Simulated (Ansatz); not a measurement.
Zinc-blende AlSb was calculated with PBE (Ansatz, a first-principles code, plane waves, PAW).

Run with plane-wave cutoff 520 eV, 10×10×10 k mesh, Fermi–Dirac smearing 0.01 eV, scalar-relativistic PAW data made under PBE.

The volume scan:

```csv
V (Å³/atom),E − E_lowest (meV/atom)
28.344,18.70
28.947,8.00
29.550,1.93
30.153,0.00
30.756,1.79
31.359,6.91
31.962,15.01
```

Estimate the bulk modulus and its pressure derivative from these points.

V0 = 30.153 Å³/atom, B0 = 49.3 GPa, B′ = 4.5 (fit to the energies at full precision).

Measured, for comparison: bulk modulus 58.2 GPa (temperature not stated, no zero-point or thermal correction; as tabulated in Toher et al. (2017), arXiv:1611.05714); equilibrium volume per atom 28.77 Å³/atom (low temperature, thermal expansion removed or low-temperature value; zero-point expansion not removed; as tabulated in Zhang et al. (2018), doi:10.1088/1367-2630/aac7f0). Computed less measured: bulk modulus -15 %, equilibrium volume per atom +4.8 %.

Spin–orbit coupling is not included.

Computed values are for the static lattice.

Cost on a shared machine: roughly 40 core-seconds.
